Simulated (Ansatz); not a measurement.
## Ru(0001) with 2 layers of random Ru-V, 2x2: scattering by chemical disorder

Aim: the residual resistivity of a random alloy, from Ru(0001) with 2 layers of random Ru-V, 2x2 and longer regions.

Program: Ansatz 0.2.0. Level of theory: Ansatz plane-wave DFT, PBE, PAW files; ballistic transport by layer matching (Landauer), zero bias; PAW set soft_1. Results are calculated unless marked as measured.

## (1) The structure

The cell holds 48 atoms: 42 Ru and 6 V. Cell: a = 5.412 Å, b = 5.412 Å, c = 25.691 Å, α = 90.0°, β = 90.0°, γ = 120.0°. It derives from Ru. Regions: lead, 40 atoms (40 Ru); scattering region, 8 atoms (6 V and 2 Ru). The structure is stacked along c, and the current runs across the ab planes.

## (2) With 2 alloy layers

In 2 layers a share of 0.75 of the sites is given to V at random. The layers about the cell's end stay perfect and serve as the lead. Energies from -0.05 to 0.05 eV in steps of 0.05 eV are too few for the program's thermal sum, so it prints no conductance; for a metal the transmission near the Fermi level serves, at a fraction of the cost.

input.yaml

```yaml
crystal:
  lattice:
    - [5.4116, 0.0, 0.0]
    - [-2.7058, 4.6865830751, 0.0]
    - [0.0, 0.0, 25.6914]
  atoms:
    - { symbol: Ru, position: [0.1666666667, 0.3333333333, 0.0416666667] }
    - { symbol: Ru, position: [0.1666666667, 0.8333333333, 0.0416666667] }
    - { symbol: Ru, position: [0.6666666667, 0.3333333333, 0.0416666667] }
    - { symbol: Ru, position: [0.6666666667, 0.8333333333, 0.0416666667] }
    - { symbol: Ru, position: [0.3333333333, 0.1666666667, 0.125] }
    - { symbol: Ru, position: [0.3333333333, 0.6666666667, 0.125] }
    - { symbol: Ru, position: [0.8333333333, 0.1666666667, 0.125] }
    - { symbol: Ru, position: [0.8333333333, 0.6666666667, 0.125] }
    - { symbol: Ru, position: [0.1666666667, 0.3333333333, 0.2083333333] }
    - { symbol: Ru, position: [0.1666666667, 0.8333333333, 0.2083333333] }
    - { symbol: Ru, position: [0.6666666667, 0.3333333333, 0.2083333333] }
    - { symbol: Ru, position: [0.6666666667, 0.8333333333, 0.2083333333] }
    - { symbol: Ru, position: [0.3333333333, 0.1666666667, 0.2916666667] }
    - { symbol: Ru, position: [0.3333333333, 0.6666666667, 0.2916666667] }
    - { symbol: Ru, position: [0.8333333333, 0.1666666667, 0.2916666667] }
    - { symbol: Ru, position: [0.8333333333, 0.6666666667, 0.2916666667] }
    - { symbol: Ru, position: [0.1666666667, 0.3333333333, 0.375] }
    - { symbol: Ru, position: [0.1666666667, 0.8333333333, 0.375] }
    - { symbol: Ru, position: [0.6666666667, 0.3333333333, 0.375] }
    - { symbol: Ru, position: [0.6666666667, 0.8333333333, 0.375] }
    - { symbol: V, position: [0.3333333333, 0.1666666667, 0.4583333333] }
    - { symbol: Ru, position: [0.3333333333, 0.6666666667, 0.4583333333] }
    - { symbol: V, position: [0.8333333333, 0.1666666667, 0.4583333333] }
    - { symbol: V, position: [0.8333333333, 0.6666666667, 0.4583333333] }
    - { symbol: Ru, position: [0.1666666667, 0.3333333333, 0.5416666667] }
    - { symbol: V, position: [0.1666666667, 0.8333333333, 0.5416666667] }
    - { symbol: V, position: [0.6666666667, 0.3333333333, 0.5416666667] }
    - { symbol: V, position: [0.6666666667, 0.8333333333, 0.5416666667] }
    - { symbol: Ru, position: [0.3333333333, 0.1666666667, 0.625] }
    - { symbol: Ru, position: [0.3333333333, 0.6666666667, 0.625] }
    - { symbol: Ru, position: [0.8333333333, 0.1666666667, 0.625] }
    - { symbol: Ru, position: [0.8333333333, 0.6666666667, 0.625] }
    - { symbol: Ru, position: [0.1666666667, 0.3333333333, 0.7083333333] }
    - { symbol: Ru, position: [0.1666666667, 0.8333333333, 0.7083333333] }
    - { symbol: Ru, position: [0.6666666667, 0.3333333333, 0.7083333333] }
    - { symbol: Ru, position: [0.6666666667, 0.8333333333, 0.7083333333] }
    - { symbol: Ru, position: [0.3333333333, 0.1666666667, 0.7916666667] }
    - { symbol: Ru, position: [0.3333333333, 0.6666666667, 0.7916666667] }
    - { symbol: Ru, position: [0.8333333333, 0.1666666667, 0.7916666667] }
    - { symbol: Ru, position: [0.8333333333, 0.6666666667, 0.7916666667] }
    - { symbol: Ru, position: [0.1666666667, 0.3333333333, 0.875] }
    - { symbol: Ru, position: [0.1666666667, 0.8333333333, 0.875] }
    - { symbol: Ru, position: [0.6666666667, 0.3333333333, 0.875] }
    - { symbol: Ru, position: [0.6666666667, 0.8333333333, 0.875] }
    - { symbol: Ru, position: [0.3333333333, 0.1666666667, 0.9583333333] }
    - { symbol: Ru, position: [0.3333333333, 0.6666666667, 0.9583333333] }
    - { symbol: Ru, position: [0.8333333333, 0.1666666667, 0.9583333333] }
    - { symbol: Ru, position: [0.8333333333, 0.6666666667, 0.9583333333] }
kpoints:
  mp_grid: { grid: [5, 5, 1] }
hamiltonian:
  xc: pbe
  pseudopotentials: { kind: paw, azcp: { folder: soft_1 } }
scf:
  occupations: { method: fermi_dirac, width: 0.1 }
output:
  transmission:
    leads: [[0, 8]]
    kmesh: [10, 10]
    e_range: [-0.05, 0.05]
    de: 0.05
  write_potential: true
  write_density: true
  volumetric_format: npy
```

Command:

```bash
ansatz run input.yaml --threads 4 --pin off --max-ram 15360MiB --backend cpu --events-out ev --progress --plain --runs-dir out
```

Numbers of over 12 decimals in the logs are rounded to 6 here.

Log:

```text
Engine: ansatz 0.2.0, aarch64-unknown-linux-gnu
Pseudopotentials: kind: paw
Pseudopotential: Ru, paw, valence charge 16, recommended cutoff 420 eV (normal), soft_1/Ru.paw.azcp
Pseudopotential: V, paw, valence charge 13, recommended cutoff 420 eV (normal), soft_1/V.paw.azcp
Functional definition: PBE
  parameter kappa = 0.804
  parameter beta = 0.066725
  exchange = pbe_x(kappa = kappa, mu = beta*pi^2/3)
  correlation = pbe_c(beta = beta)
Crystal: 48 atoms, lattice volume = 651.583 Å³
Basis set: ecut = 420 eV, 12691 PW (Γ)
Bands: 450, of which v1, the nominal top of the filled ones, is band 375 counted from 1 (374 counted from 0)
Symmetry: 4 space group operations
Space group: C2/m (ITA 12), of the structure as read, at distance tolerance 8.7e-5 Å
k-points: 9 of 25
Non-local potential: Ru, projectors of the file, l = 0: 3, l = 1: 2, l = 2: 2, l = 3: 1
Non-local potential: V, projectors of the file, l = 0: 3, l = 1: 2, l = 2: 3, l = 3: 1
PAW form: soft (Blöchl's): semilocal exchange-correlation on the pseudo side does not see the compensation charge
PAW one-centre angular grid: Ru, 590 points (default); XC on 64 Gauss nodes
PAW one-centre angular grid: V, 590 points (default); XC on 64 Gauss nodes
Initial density: superposition of atomic densities (chi_scale 0.1, normalization cell, long waves of neutral atoms (reshape's long-wave potential 11.81 eV rms, cloud 2.99 Å wide))
Initial wavefunctions: pseudopotential atomic-orbital guess
Functional: x = pbe(κ = 0.804, μ = 0.219515), c = pbe(β = 0.066725)
SCF iter   1: F=—  HF=-264569.445323 eV  |F-HF|=—  |Δ(HF+E_count)|=         —  Δρ=4.06e-1  dr2=1.20e4  ethr=3.10e-3  ⟨swp⟩=5.0  Hψ=12908  notcnv=0
preconditioner: auto → Kerker (q_TF=auto, 2.793 Å⁻¹)  [metal: Δε(μ)=0.006 eV  Ē_g=5.171 eV  σ=0.100 eV  W_gap=0.02  n_scr=268 (ndim 8)  ℏωp=27.8 eV  f_vac=0.000  D(μ)=44.08/eV (n_scr^D=430)]
SCF iter   2: F=—  HF=-264418.830344 eV  |F-HF|=—  |Δ(HF+E_count)|=    1.51e2  Δρ=1.40e-1  dr2=1.95e2  ethr=3.10e-3  ⟨swp⟩=6.2  Hψ=11202  notcnv=0  defer=80
SCF iter   3: F=—  HF=-264392.368725 eV  |F-HF|=—  |Δ(HF+E_count)|=    2.65e1  Δρ=8.21e-2  dr2=6.91e1  ethr=3.10e-3  ⟨swp⟩=4.0  Hψ=8476  notcnv=0  defer=39
SCF iter   4: F=—  HF=-264383.195053 eV  |F-HF|=—  |Δ(HF+E_count)|=    9.17e0  Δρ=1.79e-2  dr2=4.14e1  ethr=3.10e-3  ⟨swp⟩=4.1  Hψ=8566  notcnv=0  defer=20
SCF iter   5: F=—  HF=-264381.978604 eV  |F-HF|=—  |Δ(HF+E_count)|=    1.22e0  Δρ=5.22e-3  dr2=2.10e0  ethr=3.10e-3  ⟨swp⟩=2.6  Hψ=5380  notcnv=0  defer=12
SCF iter   6: F=—  HF=-264381.952388 eV  |F-HF|=—  |Δ(HF+E_count)|=   2.62e-2  Δρ=1.47e-3  dr2=9.32e-2  ethr=2.80e-4  ⟨swp⟩=2.8  Hψ=4554  notcnv=0  defer=1
SCF iter   7: F=—  HF=-264381.949329 eV  |F-HF|=—  |Δ(HF+E_count)|=   3.06e-3  Δρ=4.54e-4  dr2=1.93e-2  ethr=1.24e-5  ⟨swp⟩=2.6  Hψ=4691  notcnv=0  defer=1
SCF iter   8: F=—  HF=-264381.949008 eV  |F-HF|=—  |Δ(HF+E_count)|=   3.21e-4  Δρ=1.37e-4  dr2=4.40e-3  ethr=2.57e-6  ⟨swp⟩=1.0  Hψ=4117  notcnv=0  defer=1
SCF iter   9: F=—  HF=-264381.948966 eV  |F-HF|=—  |Δ(HF+E_count)|=   4.18e-5  Δρ=3.51e-5  dr2=2.22e-4  ethr=5.86e-7  ⟨swp⟩=1.0  Hψ=4049  notcnv=0  defer=1
SCF iter  10: F=—  HF=-264381.949001 eV  |F-HF|=—  |Δ(HF+E_count)|=   3.48e-5  Δρ=7.52e-6  dr2=1.85e-6  ethr=2.96e-8  ⟨swp⟩=1.0  Hψ=4049  notcnv=0  defer=1
SCF iter  11: F=—  HF=-264381.950005 eV  |F-HF|=—  |Δ(HF+E_count)|=   1.00e-3  Δρ=2.86e-6  dr2=1.87e-7  ethr=2.47e-10  ⟨swp⟩=2.0  Hψ=4689  notcnv=0  defer=1
SCF iter  12: F=-264381.950005 eV  HF=-264381.950005 eV  |F-HF|=1.23e-8  |Δ(HF+E_count)|=   5.70e-9  Δρ=8.48e-7  dr2=1.35e-8  ethr=1.33e-11  ⟨swp⟩=5.0  Hψ=8462  notcnv=0
SCF 1 converged in 12 iterations: F = -264381.950005 eV  dr2 = 1.35e-8
  greatest PAW one-centre occupation: 1.000 electrons in one spin orbital (limit 2), on the V atom at site 26 (counted from 0), in its partial waves of l = 0
transmission: 152 of 1488 steps passed
transmission: 299 of 1488 steps passed
[...]
transmission: 1488 of 1488 steps passed
SCF converged after 12 iterations
Free energy (F): -264381.950005 eV
Harris-Foulkes:  -264381.950005 eV  (|F-HF|=1.23e-8)
Internal energy: -264380.167244 eV  (E = F + TS)
E sigma→0 (E₀):  -264381.058624 eV
Entropy (-TS):   -1.782762 eV (-37.141 meV/atom)
Fermi energy:    22.495323 eV
--- Per-component energies (eV) ---
  E_band       = -3330.476060
  E_kinetic    = 21112.428465
  E_local      = -62898.039341  (includes V_loc(G=0)·N_el)
  E_nonlocal   = 17814.972654
  E_hartree    = 21917.594484
  E_xc         = -7837.759670
  E_vxc        = -9912.701569  (∫ρ·V_xc dr)
  E_paw        = -153813.854792  (= ΣΔE_a)
  E_vpaw       = -13282.349370  (= ΣTr[D̂ρ^β])
  E_aug_tail   = 0.032480  (compensation charges beyond the density's cutoff)
  E_ewald      = -100675.541524
  E_smearing   = -1.782762  (= −TS)
  E_closure    = 0.000000  (closes the sum)
  Σ components = -264381.950005   (vs F -264381.950005, Δ=0.00e0)
--- Band table (eV; the first three rows and the last of 9) ---
  k-point 0: bands = [... 371 lower, 23.1150, 23.1492, 23.1631, 23.2017, 23.2365, 23.2378, 23.2417, 23.2773, ... 71 higher]
  k-point 1: bands = [... 371 lower, 22.6114, 22.6866, 22.6952, 22.7404, 22.7523, 22.8317, 22.8328, 22.9338, ... 71 higher]
  k-point 2: bands = [... 371 lower, 22.1929, 22.2006, 22.2526, 22.3019, 22.3084, 22.3676, 22.3986, 22.4481, ... 71 higher]
  k-point 8: bands = [... 371 lower, 22.2733, 22.3699, 22.4042, 22.4145, 22.4984, 22.5039, 22.5086, 22.5870, ... 71 higher]
--- Transmission ---
  basis      : 223 plane waves across, 48 finite elements along
  points     : 31, standing for a mesh of 10 x 10
  energies   : 3 from -0.050000 to 0.050000 eV about the Fermi level, 0.050000 eV apart; the leads are filled to 0.000000 eV, and channels, transmission and decay are at 0.000000 eV
  crystal 0  : Ru8, at the sites [0, 8], period 4.2819 Å, over 21.41 Å; its Hamiltonian steps by up to 32.3 meV: too much for a lead, lay more layers or, if its atoms are ordered, name the step of that order
    offset         : up to 0.0000 Å between an atom of the period and one for which it stands
    channels       : 5.280000e0 a spin
    conductance    : none, the energies end too early or step too widely for 300 K: set another output.transmission.e_range or a lower de, or, where they end at an eighth of basis.ecutwfc, a higher one
  junction   : crystal 0 to crystal 0, 0.70 to 22.11 Å
    transmission   : 2.219544e0 a spin
    conductance    : none, the energies end too early or step too widely for 300 K: set another output.transmission.e_range or a lower de, or, where they end at an eighth of basis.ecutwfc, a higher one
```

The job ended after 5 min (4 threads of Arm Neoverse V1, shared host; peak memory 5.8 GiB; 18 min of CPU time).

The column dr2 measures how far the density is from self-consistency, as an energy; F and HF (Harris–Foulkes) agree once it is small.

This run has no spin polarisation, although V can carry a moment.

Numbers from this step:

```yaml
free_energy: -264381.9500 eV
energy_at_zero_smearing: -264381.0586 eV
fermi_energy: 22.50 eV
cell_area: 25.36 Å²
transmission_per_spin_nearest_the_fermi_level: 2.220
open_channels_per_spin_nearest_the_fermi_level: 5.28
step_of_the_lead_s_potential: 32.3 meV
```

Per spin. Table of transmission, zone mean by energy, zero at the Fermi level:

```csv
energy (eV),"transmission, zone mean"
-0.0500,2.28
0.0000,2.22
0.0500,2.36
```

Per spin. The open channels, zone mean, lead by energy, zero at the Fermi level:

```
energy (eV)  open channels, zone mean, lead
    -0.0500                            5.16
     0.0000                            5.28
     0.0500                            5.96
```

Transmission over k1 and k2. At 0.0000 eV from the Fermi level.

Values, 10 rows by 10 columns:
```
1.06 1.98 2.00 1.87 2.16 2.11 1.22 0.35 0.15 0.74
0.64 1.99 2.67 2.41 2.10 2.92 2.16 1.21 0.15 0.38
0.64 1.71 2.40 3.38 4.83 4.30 2.10 1.87 0.83 0.74
1.06 1.99 2.40 4.31 6.63 6.83 4.83 2.41 2.00 0.99
1.59 1.98 2.67 3.38 6.63 6.37 6.63 3.38 2.67 1.98
1.06 0.99 2.00 2.41 4.83 6.83 6.63 4.31 2.40 1.99
0.64 0.74 0.83 1.87 2.10 4.30 4.83 3.38 2.40 1.71
0.64 0.38 0.15 1.21 2.16 2.92 2.10 2.41 2.67 1.99
1.06 0.74 0.15 0.35 1.22 2.11 2.16 1.87 2.00 1.98
1.59 0.99 0.83 1.21 1.22 1.51 1.22 1.21 0.83 0.99
```
Columns: k1 (b1) from -0.5 to 0.4; rows upwards: k2 (b2) from -0.5 to 0.4.

Open channels over k1 and k2. At 0.0000 eV from the Fermi level.

Ten even steps from '0' (2.0) to '9' (12.0):
```
2433342101
1333333100
1335753311
2337997332
4435999534
2233799733
1113357533
1001333333
2101243334
4211242112
```
Columns: k1 (b1) from -0.5 to 0.4; rows upwards: k2 (b2) from -0.5 to 0.4.

Over the solved energies the transmission per spin lies between 2.22 and 2.36, out of 5.47 channels of the lead on average (up to 5.96). The log calls the step of a lead's potential too much.

## (3) With 6 alloy layers

In 6 layers a share of 0.75 of the sites is given to V at random. A fresh draw is used; the growth of the resistance with length is what counts.

System of this step: Ru(0001) with 6 layers of random Ru-V, 2x2. The cell holds 64 atoms: 46 Ru and 18 V. Cell: a = 5.412 Å, b = 5.412 Å, c = 34.255 Å, α = 90.0°, β = 90.0°, γ = 120.0°. It derives from Ru. Regions: lead, 40 atoms (40 Ru); scattering region, 24 atoms (6 Ru and 18 V). The structure is stacked along c, and the current runs across the ab planes.

input.yaml

```yaml
crystal:
  lattice:
    - [5.4116, 0.0, 0.0]
    - [-2.7058, 4.6865830751, 0.0]
    - [0.0, 0.0, 34.2552]
  atoms:
    - { symbol: Ru, position: [0.1666666667, 0.3333333333, 0.03125] }
    - { symbol: Ru, position: [0.1666666667, 0.8333333333, 0.03125] }
    - { symbol: Ru, position: [0.6666666667, 0.3333333333, 0.03125] }
    - { symbol: Ru, position: [0.6666666667, 0.8333333333, 0.03125] }
    - { symbol: Ru, position: [0.3333333333, 0.1666666667, 0.09375] }
    - { symbol: Ru, position: [0.3333333333, 0.6666666667, 0.09375] }
    - { symbol: Ru, position: [0.8333333333, 0.1666666667, 0.09375] }
    - { symbol: Ru, position: [0.8333333333, 0.6666666667, 0.09375] }
    - { symbol: Ru, position: [0.1666666667, 0.3333333333, 0.15625] }
    - { symbol: Ru, position: [0.1666666667, 0.8333333333, 0.15625] }
    - { symbol: Ru, position: [0.6666666667, 0.3333333333, 0.15625] }
    - { symbol: Ru, position: [0.6666666667, 0.8333333333, 0.15625] }
    - { symbol: Ru, position: [0.3333333333, 0.1666666667, 0.21875] }
    - { symbol: Ru, position: [0.3333333333, 0.6666666667, 0.21875] }
    - { symbol: Ru, position: [0.8333333333, 0.1666666667, 0.21875] }
    - { symbol: Ru, position: [0.8333333333, 0.6666666667, 0.21875] }
    - { symbol: Ru, position: [0.1666666667, 0.3333333333, 0.28125] }
    - { symbol: Ru, position: [0.1666666667, 0.8333333333, 0.28125] }
    - { symbol: Ru, position: [0.6666666667, 0.3333333333, 0.28125] }
    - { symbol: Ru, position: [0.6666666667, 0.8333333333, 0.28125] }
    - { symbol: Ru, position: [0.3333333333, 0.1666666667, 0.34375] }
    - { symbol: V, position: [0.3333333333, 0.6666666667, 0.34375] }
    - { symbol: V, position: [0.8333333333, 0.1666666667, 0.34375] }
    - { symbol: Ru, position: [0.8333333333, 0.6666666667, 0.34375] }
    - { symbol: V, position: [0.1666666667, 0.3333333333, 0.40625] }
    - { symbol: Ru, position: [0.1666666667, 0.8333333333, 0.40625] }
    - { symbol: V, position: [0.6666666667, 0.3333333333, 0.40625] }
    - { symbol: V, position: [0.6666666667, 0.8333333333, 0.40625] }
    - { symbol: V, position: [0.3333333333, 0.1666666667, 0.46875] }
    - { symbol: V, position: [0.3333333333, 0.6666666667, 0.46875] }
    - { symbol: Ru, position: [0.8333333333, 0.1666666667, 0.46875] }
    - { symbol: V, position: [0.8333333333, 0.6666666667, 0.46875] }
    - { symbol: V, position: [0.1666666667, 0.3333333333, 0.53125] }
    - { symbol: V, position: [0.1666666667, 0.8333333333, 0.53125] }
    - { symbol: V, position: [0.6666666667, 0.3333333333, 0.53125] }
    - { symbol: V, position: [0.6666666667, 0.8333333333, 0.53125] }
    - { symbol: V, position: [0.3333333333, 0.1666666667, 0.59375] }
    - { symbol: Ru, position: [0.3333333333, 0.6666666667, 0.59375] }
    - { symbol: V, position: [0.8333333333, 0.1666666667, 0.59375] }
    - { symbol: Ru, position: [0.8333333333, 0.6666666667, 0.59375] }
    - { symbol: V, position: [0.1666666667, 0.3333333333, 0.65625] }
    - { symbol: V, position: [0.1666666667, 0.8333333333, 0.65625] }
    - { symbol: V, position: [0.6666666667, 0.3333333333, 0.65625] }
    - { symbol: V, position: [0.6666666667, 0.8333333333, 0.65625] }
    - { symbol: Ru, position: [0.3333333333, 0.1666666667, 0.71875] }
    - { symbol: Ru, position: [0.3333333333, 0.6666666667, 0.71875] }
    - { symbol: Ru, position: [0.8333333333, 0.1666666667, 0.71875] }
    - { symbol: Ru, position: [0.8333333333, 0.6666666667, 0.71875] }
    - { symbol: Ru, position: [0.1666666667, 0.3333333333, 0.78125] }
    - { symbol: Ru, position: [0.1666666667, 0.8333333333, 0.78125] }
    - { symbol: Ru, position: [0.6666666667, 0.3333333333, 0.78125] }
    - { symbol: Ru, position: [0.6666666667, 0.8333333333, 0.78125] }
    - { symbol: Ru, position: [0.3333333333, 0.1666666667, 0.84375] }
    - { symbol: Ru, position: [0.3333333333, 0.6666666667, 0.84375] }
    - { symbol: Ru, position: [0.8333333333, 0.1666666667, 0.84375] }
    - { symbol: Ru, position: [0.8333333333, 0.6666666667, 0.84375] }
    - { symbol: Ru, position: [0.1666666667, 0.3333333333, 0.90625] }
    - { symbol: Ru, position: [0.1666666667, 0.8333333333, 0.90625] }
    - { symbol: Ru, position: [0.6666666667, 0.3333333333, 0.90625] }
    - { symbol: Ru, position: [0.6666666667, 0.8333333333, 0.90625] }
    - { symbol: Ru, position: [0.3333333333, 0.1666666667, 0.96875] }
    - { symbol: Ru, position: [0.3333333333, 0.6666666667, 0.96875] }
    - { symbol: Ru, position: [0.8333333333, 0.1666666667, 0.96875] }
    - { symbol: Ru, position: [0.8333333333, 0.6666666667, 0.96875] }
kpoints:
  mp_grid: { grid: [5, 5, 1] }
hamiltonian:
  xc: pbe
  pseudopotentials: { kind: paw, azcp: { folder: soft_1 } }
scf:
  occupations: { method: fermi_dirac, width: 0.1 }
output:
  transmission:
    leads: [[0, 8]]
    kmesh: [10, 10]
    e_range: [-0.05, 0.05]
    de: 0.05
  write_potential: true
  write_density: true
  volumetric_format: npy
```

Log:

```text
[...]
Crystal: 64 atoms, lattice volume = 868.777 Å³
Basis set: ecut = 420 eV, 16909 PW (Γ)
Bands: 582, of which v1, the nominal top of the filled ones, is band 485 counted from 1 (484 counted from 0)
Symmetry: 1 space group operations
[...]
k-points: 13 of 25 (time reversal used)
[...]
SCF iter   1: F=—  HF=-323153.345382 eV  |F-HF|=—  |Δ(HF+E_count)|=         —  Δρ=5.07e-1  dr2=7.10e4  ethr=3.10e-3  ⟨swp⟩=5.0  Hψ=24290  notcnv=0
[...]
SCF iter  12: F=-322844.396733 eV  HF=-322844.396733 eV  |F-HF|=5.30e-8  |Δ(HF+E_count)|=   2.79e-9  Δρ=7.96e-7  dr2=5.47e-8  ethr=1.03e-11  ⟨swp⟩=5.4  Hψ=18091  notcnv=0
SCF 1 converged in 12 iterations: F = -322844.396733 eV  dr2 = 5.47e-8
[...]
transmission: 314 of 3120 steps passed
transmission: 626 of 3120 steps passed
[...]
transmission: 3120 of 3120 steps passed
SCF converged after 12 iterations
Free energy (F): -322844.396733 eV
[...]
Internal energy: -322841.718979 eV  (E = F + TS)
E sigma→0 (E₀):  -322843.057856 eV
Entropy (-TS):   -2.677753 eV (-41.840 meV/atom)
Fermi energy:    21.464534 eV
[...]
--- Band table (eV; the first three rows and the last of 13) ---
  k-point 0: bands = [... 481 lower, 22.0110, 22.0324, 22.0786, 22.1118, 22.1347, 22.1522, 22.1961, 22.2055, ... 93 higher]
  k-point 1: bands = [... 481 lower, 21.6431, 21.6695, 21.6857, 21.7041, 21.7397, 21.7649, 21.8066, 21.8288, ... 93 higher]
  k-point 2: bands = [... 481 lower, 21.2323, 21.2482, 21.2740, 21.2815, 21.3639, 21.3792, 21.3902, 21.4136, ... 93 higher]
  k-point 12: bands = [... 481 lower, 21.3474, 21.3754, 21.3861, 21.4081, 21.4168, 21.4545, 21.4756, 21.4962, ... 93 higher]
--- Transmission ---
  basis      : 223 plane waves across, 60 finite elements along
  points     : 52, standing for a mesh of 10 x 10
[...]
channels       : 5.280000e0 a spin
[...]
junction   : crystal 0 to crystal 0, 0.70 to 30.67 Å
    transmission   : 1.432313e0 a spin
[...]
```

Run time: 19 min. Hardware: 4 threads; peak memory 9.8 GiB; 70 min of CPU time.

This step gave:

```yaml
free_energy: -322844.3967 eV
energy_at_zero_smearing: -322843.0579 eV
fermi_energy: 21.46 eV
transmission_per_spin_nearest_the_fermi_level: 1.432
step_of_the_lead_s_potential: 28.4 meV
```

Per spin. Table of transmission, zone mean by energy, zero at the Fermi level:

| energy (eV) | transmission, zone mean |
| --- | --- |
| -0.0500 | 1.34 |
| 0.0000 | 1.43 |
| 0.0500 | 1.48 |

Over the solved energies the transmission per spin lies between 1.34 and 1.48, out of 5.46 channels of the lead on average (up to 5.94). The log calls the step of a lead's potential too much.

[end of part 1 of 2]

[Logs are printed without paths, hosts, clocks, repeated set-up lines and the standing remarks that a program may print on its own settings, such as how far it seeks lower states.]

[Hosts, paths, dates, database ids (printed as entryN), source tags and the programs' standing remarks are cut or masked in the printed files.]
